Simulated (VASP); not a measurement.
# Si (P6_3/mmc) in VASP: notebook

The runs below take Si through single point, relaxation of cell and atoms, with PBEsol.

Everything below comes from runs of VASP 6.6.1. Logs are shortened: lines on timing, memory, paths and dates and some standing lists are left out, and cuts for length are marked.

## (1) Starting point

Symmetry: P6_3/mmc, No. 194, hexagonal system. Conventional cell: a = 2.637 Å, b = 2.637 Å, c = 4.509 Å, α = 90.00°, β = 90.00°, γ = 120.00°. Si (site symmetry -6m2) is surrounded by 12 Si at 2.64 to 2.72 Å.

This isn't the form of Si at room conditions, which is diamond.

## (2) Single point, PBEsol (relaxed again under DFT PBEsol, scalar-relativistic, plane waves, PAW)

Contents of INCAR:

```
  PREC = Accurate
  ENCUT = 520
  EDIFF = 1E-7
  ISMEAR = 0
  SIGMA = 0.1
  LREAL = F
  LASPH = T
  NELM = 100
  ALGO = Normal
  ISIF = 2
  LWAVE = F
  LCHARG = F
  GGA = PS
  NBANDS = 11
```

Contents of KPOINTS:

```
Automatic mesh
0
Gamma
  18 18 10
```

Contents of POSCAR:

```
Si
1.0
    2.6624567729      0.0000000000      0.0000000000
   -1.3312283864      2.3057552018      0.0000000000
    0.0000000000      0.0000000000      4.5523578939
Si
2
Direct
    0.3333333333      0.6666666667      0.2500000000
    0.6666666667      0.3333333333      0.7500000000
```

Potentials or basis: VASP PAW PBE potentials, release 64 (Si).

Run with:

```
cat potpaw_PBE.64/Si/POTCAR > POTCAR
mpirun -np 1 vasp_std > vasp.out
```

OUTCAR:

```text
PREC = Accurate
   ENCUT = 520
   EDIFF = 1E-7
   ISMEAR = 0
   LREAL = F
   LASPH = T
   NELM = 100
   ISIF = 2
   GGA = PS

 ion  position               nearest neighbor table
   1  0.333  0.667  0.250-   2 2.75   2 2.75   2 2.75   2 2.75   2 2.75   2 2.75
   2  0.667  0.333  0.750-   1 2.75   1 2.75   1 2.75   1 2.75   1 2.75   1 2.75

  LATTYP: Found a hexagonal cell.
 ALAT       =     2.6624567729
 C/A-ratio  =     1.7098335418

  Lattice vectors:

 A1 = (   2.6624567729,   0.0000000000,   0.0000000000)
 A2 = (  -1.3312283864,   2.3057552018,   0.0000000000)
 A3 = (   0.0000000000,   0.0000000000,   4.5523578939)

Analysis of symmetry for initial positions (statically):
=====================================================================
 Subroutine PRICEL returns:
 Original cell was already a primitive cell.

 Routine SETGRP: Setting up the symmetry group for a
 hexagonal supercell.

 Subroutine GETGRP returns: Found 24 space group operations
 (whereof 12 operations were pure point group operations)
 out of a pool of 24 trial point group operations.

The static configuration has the point symmetry D_3d.
 The point group associated with its full space group is D_6h.

Analysis of symmetry for dynamics (positions and initial velocities):
=====================================================================
 Subroutine PRICEL returns:
 Original cell was already a primitive cell.

 Routine SETGRP: Setting up the symmetry group for a
 hexagonal supercell.

 Subroutine GETGRP returns: Found 24 space group operations
 (whereof 12 operations were pure point group operations)
 out of a pool of 24 trial point group operations.

The dynamic configuration has the point symmetry D_3d.
 The point group associated with its full space group is D_6h.

 Subroutine INISYM returns: Found 24 space group operations
 (whereof 12 operations are pure point group operations),
 and found     1 'primitive' translations

----------------------------------------------------------------------------------------

                                     Primitive cell

  volume of cell :      27.9468

  direct lattice vectors                    reciprocal lattice vectors
     2.662456773  0.000000000  0.000000000     0.375592952  0.216848692  0.000000000
    -1.331228386  2.305755202  0.000000000     0.000000000  0.433697384  0.000000000
     0.000000000  0.000000000  4.552357894     0.000000000  0.000000000  0.219666385

  length of vectors
     2.662456773  2.662456773  4.552357894     0.433697384  0.433697384  0.219666385

  position of ions in fractional coordinates (direct lattice)
     0.333333333  0.666666667  0.250000000
     0.666666667  0.333333333  0.750000000

  ion indices of the primitive-cell ions
   primitive index   ion index
                 1           1
                 2           2

----------------------------------------------------------------------------------------

 KPOINTS: Automatic mesh

Automatic generation of k-mesh.
 Grid dimensions read from file:
 generate k-points for:   18   18   10

 Generating k-lattice:

  Cartesian coordinates                     Fractional coordinates (reciprocal lattice)
     0.020866275  0.012047150  0.000000000     0.055555556  0.000000000  0.000000000
     0.000000000  0.024094299  0.000000000     0.000000000  0.055555556  0.000000000
     0.000000000  0.000000000  0.021966638     0.000000000  0.000000000  0.100000000

  Length of vectors
     0.024094299  0.024094299  0.021966638

  Shift w.r.t. Gamma in fractional coordinates (k-lattice)
     0.000000000  0.000000000  0.000000000

 Subroutine IBZKPT returns following result:
 ===========================================

 Found    222 irreducible k-points:

 Following reciprocal coordinates:
            Coordinates               Weight
  0.000000  0.000000  0.000000      1.000000
  0.055556  0.000000  0.000000      6.000000
  0.111111  0.000000  0.000000      6.000000
  0.166667  0.000000  0.000000      6.000000
  0.222222  0.000000  0.000000      6.000000
  0.277778  0.000000  0.000000      6.000000
[... 16 lines left out ...]
  0.333333  0.111111  0.000000     12.000000
  0.388889  0.111111  0.000000     12.000000
 [... further k-points ...]
   k-points           NKPTS =    222   k-points in BZ     NKDIM =    222   number of bands    NBANDS=     11
   number of dos      NEDOS =    301   number of ions     NIONS =      2
   total plane-waves  NPLWV =  14400
   dimension x,y,z NGX =    20 NGY =   20 NGZ =   36
   dimension x,y,z NGXF=    40 NGYF=   40 NGZF=   72
   ions per type =               2
   NGX,Y,Z   is equivalent  to a cutoff of  12.49, 12.49, 13.15 a.u.
   NGXF,Y,Z  is equivalent  to a cutoff of  24.98, 24.98, 26.29 a.u.
 SYSTEM =  unknown system
   PREC   = accura    normal or accurate (medium, high low for compatibility)
   ISTART =      0    job   : 0-new  1-cont  2-samecut
   ICHARG =      2    charge: 1-file 2-atom 10-const
   ISPIN  =      1    spin polarized calculation?
   LNONCOLLINEAR =      F non collinear calculations
   LSORBIT =      F    spin-orbit coupling
   LASPH  =      T    aspherical Exc in radial PAW
   ENCUT  =  520.0 eV  38.22 Ry    6.18 a.u.   4.95  4.95  8.46*2*pi/ulx,y,z
   NELM   =    100;   NELMIN=  2; NELMDL= -5     # of ELM steps
   EDIFF  = 0.1E-06   stopping-criterion for ELM
   LREAL  =      F    real-space projection
   EDIFFG = 0.1E-05   stopping-criterion for IOM
   NSW    =      0    number of steps for IOM
   IBRION =     -1    ionic relax: 0-MD 1-quasi-New 2-CG
   NFREE  =      0    steps in history (QN), initial steepest desc. (CG)
   ISIF   =      2    stress and relaxation
   ISYM   =      2    0-nonsym 1-usesym 2-fastsym
   POTIM  = 0.5000    time-step for ionic-motion
   TEBEG  =    0.0;   TEEND  =   0.0 temperature during run
   PSTRESS=    0.0 pullay stress
   NELECT =       8.0000    total number of electrons
   NUPDOWN=      -1.0000    fix difference up-down
   EMIN   =  10.00;   EMAX   =-10.00  energy-range for DOS
   EFERMI =   0.00;   METHOD = LEGACY
   ISMEAR =     0;   SIGMA  =   0.10  broadening in eV -4-tet -1-fermi 0-gaus
   EFERMI_NEDOS =   21; number of points for ismear=-14 and -15
   IALGO  =     38    algorithm
   IMIX   =      4    mixing-type and parameters
     AMIX     =   0.40;   BMIX     =  1.00
     AMIX_MAG =   1.60;   BMIX_MAG =  1.00
  volume/ion in A,a.u.               =      13.97        94.30
  Fermi-wavevector in a.u.,A,eV,Ry     =   1.078932  2.038886 15.838466  1.164094
  Thomas-Fermi vector in A             =   2.214884
   LORBIT       =      0    0 simple, 1 ext, 2 COOP (PROOUT), +10 PAW based schemes
   GGA     = PS    functional components
   LHFCALC =     F    Hartree Fock is set to
   AEXX    =    0.0000 exact exchange contribution
   IVDW    =     0    specifies the selected vdW correction
   LEPSILON=     F    determine dielectric tensor
   LRPA    =     F    only Hartree local field effects (RPA)
 non-spin polarized calculation
 Gauss-broadening in eV      SIGMA  =   0.10
  energy-cutoff  :      520.00
  volume of cell :       27.95
 maximum number of plane-waves:       774
 NGX is ok and might be reduce to    20
   NGX =  9   NGY =  9   NGZ = 17

 number of electron       8.0000001 magnetization

 Free energy of the ion-electron system (eV)
  ---------------------------------------------------
  ext. energy  EPLUGINS =         0.00000000
  ---------------------------------------------------
  free energy    TOTEN  =       -10.75046616 eV

  energy without entropy =      -10.74695958  energy(sigma->0) =      -10.74871287

 E-fermi :  10.5733     XC(G=0): -11.3853

 val. band max:       10.5704217315   @ k =   0.2778   0.0000   0.4000
 cond. band min:      10.6041651791   @ k =   0.2222   0.1667   0.0000
 fundamental gap:      0.0337434476
 Fermi energy:        10.5732765790

 k-point     1 :       0.0000    0.0000    0.0000
  band No.  band energies     occupation
      1      -4.1971      2.00000
      2       2.2277      2.00000
      3       3.2010      2.00000
      4      19.7819      0.00000
      5      19.7819      0.00000
      6      21.0178      0.00000
      7      21.0178      0.00000
      8      21.0579      0.00000
      9      21.4098      0.00000
     10      24.1769      0.00000
     11      24.7699      0.00000

 k-point     2 :       0.0556    0.0000    0.0000
  band No.  band energies     occupation
      1      -4.1127      2.00000
      2       2.3109      2.00000
      3       3.2808      2.00000
      4      18.4083      0.00000
      5      19.0367      0.00000
      6      20.5746      0.00000
      7      21.0489      0.00000
      8      21.8184      0.00000
      9      22.1920      0.00000
     10      23.4637      0.00000
     11      24.0379      0.00000

 k-point     3 :       0.1111    0.0000    0.0000
  band No.  band energies     occupation
      1      -3.8597      2.00000
      2       2.5602      2.00000
      3       3.5202      2.00000
      4      16.2028      0.00000
      5      18.0108      0.00000
      6      19.8878      0.00000
      7      20.9136      0.00000
      8      21.5060      0.00000
      9      22.3773      0.00000
     10      22.8266      0.00000
     11      23.9754      0.00000
[... 267 lines left out ...]
 k-point    23 :       0.3333    0.1111    0.0000
  band No.  band energies     occupation
      1       0.1413      2.00000
      2       5.9422      2.00000
      3       6.5802      2.00000
      4       7.2999      2.00000
      5      11.6575      0.00000
      6      12.2268      0.00000
      7      13.1673      0.00000
      8      17.3792      0.00000
      9      19.2041      0.00000
     10      20.2724      0.00000
     11      25.0158      0.00000

 k-point    24 :       0.3889    0.1111    0.0000
  band No.  band energies     occupation
      1       1.3661      2.00000
      2       4.3434      2.00000
      3       7.6831      2.00000
      4       8.4067      2.00000
      5      10.5016      1.68927
      6      11.5527      0.00000
      7      11.6240      0.00000
      8      17.1703      0.00000
      9      18.9482      0.00000
     10      20.0635      0.00000
     11      25.2068      0.00000

 [... further k-points ...]

------------------------ aborting loop because EDIFF is reached ----------------------------------------

  FORCE on cell =-STRESS in cart. coord.  units (eV):
  Direction    XX          YY          ZZ          XY          YZ          ZX
  --------------------------------------------------------------------------------------
  -------------------------------------------------------------------------------------
  Total        0.0304545      0.0304545      0.0199559      0.0000000      0.0000000      0.0000000
  in kB        1.7459434      1.7459434      1.1440643      0.0000000      0.0000000      0.0000000
  external PRESSURE =       1.5453170 kB  Pullay stress =       0.0000000 kB

 VOLUME and BASIS-vectors are now :
 -----------------------------------------------------------------------------
  energy-cutoff  :      520.00
  volume of cell :       27.95
      direct lattice vectors                 reciprocal lattice vectors
     2.662456773  0.000000000  0.000000000     0.375592952  0.216848692  0.000000000
    -1.331228386  2.305755202  0.000000000     0.000000000  0.433697384  0.000000000
     0.000000000  0.000000000  4.552357894     0.000000000  0.000000000  0.219666385

 POSITION                                       TOTAL-FORCE (eV/Angst)
 -----------------------------------------------------------------------------------
     -0.00000      1.53717      1.13809        -0.000000      0.000000      0.000000
      1.33123      0.76859      3.41427         0.000000     -0.000000      0.000000
 -----------------------------------------------------------------------------------
    total drift:                               -0.000000      0.000000     -0.000000

  FREE ENERGIE OF THE ION-ELECTRON SYSTEM (eV)
  ---------------------------------------------------
  free  energy   TOTEN  =       -10.7504661585 eV

  energy  without entropy=      -10.7469595826  energy(sigma->0) =      -10.74871287
```

Run time: 33 s. Hardware: 1 thread of Intel Xeon Platinum 8259CL at 2.50GHz (Skylake/Cascade Lake), shared host; peak memory 0.17 GiB.

What came out:

```
Free energy            : -10.7505 eV
Pressure               : 0.2 GPa
Band gap on the k mesh : none (metal or under the smearing width)
```

Caveat: the PAW data sets were made with another functional, which shifts forces and pressure a little.

(Continued in part 2 of 2.)
